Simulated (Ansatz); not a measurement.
Geometry optimisation in Ansatz: input, command and trajectory.

```yaml
crystal:
  lattice:
    - [3.6361980565, 0.0, 0.0]
    - [-1.8180990282, 3.1490398901, 0.0]
    - [0.0, 0.0, 6.2014590904]
  atoms:
    - { symbol: Sn, position: [0.0, 0.0, 0.0] }
    - { symbol: S, position: [0.3333333333, 0.6666666667, 0.2333701593] }
    - { symbol: S, position: [0.6666666667, 0.3333333333, 0.7666298407] }
basis:
  ecutwfc: 500
kpoints:
  mp_grid: { grid: [12, 12, 6] }
hamiltonian:
  xc: r2scan
scf:
  occupations: { method: gaussian, width: 0.02 }
output:
  forces: true
  stress: true
  eigenvalues: true
relax:
  adjacent_minimum: "off"
  f_tol: 0.01
  max_steps: 30
  cell: { stress_tol: 0.1, fix: [volume] }
```

```bash
ansatz run input.yaml --threads 1 --pin off --max-ram 2560MiB --backend cpu --events-out ev --progress --plain --runs-dir out
```

These are results of DFT r2SCAN, scalar-relativistic, plane waves, PAW in Ansatz, not measurements.

The volume is held at 0.97 times that of the relaxed cell.

Of 4 frames 3 are shown, positions in Å and forces in eV/Å; the SCF threshold varies from step to step. Steps run on the plane waves of an earlier cell, with a Pulay correction in the pressure. The basis is chosen afresh for the last frame, the zero of the energies, and at times for earlier ones too; energy and pressure step there, also at an unchanged geometry.

```xyz
3
Lattice="3.6362 0.0000 0.0000 -1.8181 3.1490 0.0000 0.0000 0.0000 6.2015" Properties=species:S:1:pos:R:3:forces:R:3 pbc="T T T" step=1 free_energy_over_end_meV_per_atom=4.56 pressure_GPa=2.54
Sn    0.0000    0.0000    0.0000    0.0000    0.0000    0.0000
S     0.0000    2.0994    1.4472    0.0000    0.0000    0.3216
S     1.8181    1.0497    4.7542    0.0000    0.0000   -0.3216
3
Lattice="3.6560 0.0000 0.0000 -1.8280 3.1662 0.0000 0.0000 0.0000 6.1345" Properties=species:S:1:pos:R:3:forces:R:3 pbc="T T T" step=2 free_energy_over_end_meV_per_atom=2.90 pressure_GPa=-0.42
Sn    0.0000    0.0000    0.0000    0.0000    0.0000    0.0000
S     0.0000    2.1108    1.4923    0.0000    0.0000   -0.3068
S     1.8280    1.0554    4.6423    0.0000    0.0000    0.3068
3
Lattice="3.6685 0.0000 0.0000 -1.8343 3.1770 0.0000 0.0000 0.0000 6.0926" Properties=species:S:1:pos:R:3:forces:R:3 pbc="T T T" step=4 free_energy_over_end_meV_per_atom=0.00 pressure_GPa=0.40
Sn    0.0000    0.0000    0.0000    0.0000    0.0000    0.0000
S     0.0000    2.1180    1.4620    0.0000    0.0000   -0.0090
S     1.8343    1.0590    4.6306    0.0000    0.0000    0.0090
```

Time: 61 s on 1 thread of Arm Neoverse V1, with other jobs on the host, peak memory 0.58 GiB.

The cell holds layers, and r2SCAN describes their binding at middle range but leaves out its long-range dispersion part.